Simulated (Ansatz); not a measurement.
Predict the output of the script below (Ansatz's Python interface).

The script, `zns_convert.py`:
```python
# -*- coding: utf-8 -*-
"""Write the input file for ZnS without running it."""

import ansatz as az

zns = (
    az.Lattice.from_parameters(3.80509, 3.80509, 24.91593, alpha=90, beta=90, gamma=120)
    .space_group(156)
    .atom("Zn", (1 / 3, 2 / 3, 0.12512))
    .atom("Zn", (0.0, 0.0, 0.00016))
    .atom("Zn", (2 / 3, 1 / 3, 0.62505))
    .atom("Zn", (2 / 3, 1 / 3, 0.87514))
    .atom("Zn", (0.0, 0.0, 0.75002))
    .atom("Zn", (1 / 3, 2 / 3, 0.50008))
    .atom("Zn", (0.0, 0.0, 0.37509))
    .atom("Zn", (2 / 3, 1 / 3, 0.25013))
    .atom("S", (2 / 3, 1 / 3, 0.34372))
    .atom("S", (2 / 3, 1 / 3, 0.71858))
    .atom("S", (1 / 3, 2 / 3, 0.21873))
    .atom("S", (0.0, 0.0, 0.84367))
    .atom("S", (2 / 3, 1 / 3, 0.96881))
    .atom("S", (0.0, 0.0, 0.09373))
    .atom("S", (1 / 3, 2 / 3, 0.59369))
    .atom("S", (0.0, 0.0, 0.46869))
)

job = (
    zns.calculation()
    .scf(lower_state_search="standard")
    .occupations("tetrahedron")
    .basis(24 * az.Ha)
    .functional("lda")
    .kpoints(spacing=0.72)
)
text = job.to_yaml()
print(text)
print("sections:", sorted(job.input().to_dict()))
```

`python zns_convert.py` gives:
```text
crystal:
  lattice:
    a: 3.80509
    b: 3.80509
    c: 24.91593
    alpha: 90.0
    beta: 90.0
    gamma: 120.0
  space_group: 156
  atoms:
    - { symbol: Zn, position: [0.3333333333333333, 0.6666666666666666, 0.12512] }
    - { symbol: Zn, position: [0.0, 0.0, 0.00016] }
    - { symbol: Zn, position: [0.6666666666666666, 0.3333333333333333, 0.62505] }
    - { symbol: Zn, position: [0.6666666666666666, 0.3333333333333333, 0.87514] }
    - { symbol: Zn, position: [0.0, 0.0, 0.75002] }
    - { symbol: Zn, position: [0.3333333333333333, 0.6666666666666666, 0.50008] }
    - { symbol: Zn, position: [0.0, 0.0, 0.37509] }
    - { symbol: Zn, position: [0.6666666666666666, 0.3333333333333333, 0.25013] }
    - { symbol: S, position: [0.6666666666666666, 0.3333333333333333, 0.34372] }
    - { symbol: S, position: [0.6666666666666666, 0.3333333333333333, 0.71858] }
    - { symbol: S, position: [0.3333333333333333, 0.6666666666666666, 0.21873] }
    - { symbol: S, position: [0.0, 0.0, 0.84367] }
    - { symbol: S, position: [0.6666666666666666, 0.3333333333333333, 0.96881] }
    - { symbol: S, position: [0.0, 0.0, 0.09373] }
    - { symbol: S, position: [0.3333333333333333, 0.6666666666666666, 0.59369] }
    - { symbol: S, position: [0.0, 0.0, 0.46869] }
basis:
  ecutwfc: 653.073269903712
kpoints:
  mp_grid:
    kspacing: 0.72
hamiltonian:
  xc: lda
scf:
  lower_state_search: standard
  occupations:
    method: tetrahedron

sections: ['basis', 'crystal', 'hamiltonian', 'kpoints', 'scf']
```

The input is only written out: it wasn't run, and its settings aren't tested. The structure comes from a database and needn't be a stable phase.

(A comment or docstring line of the script was reworded after the run, the code is as it ran.)
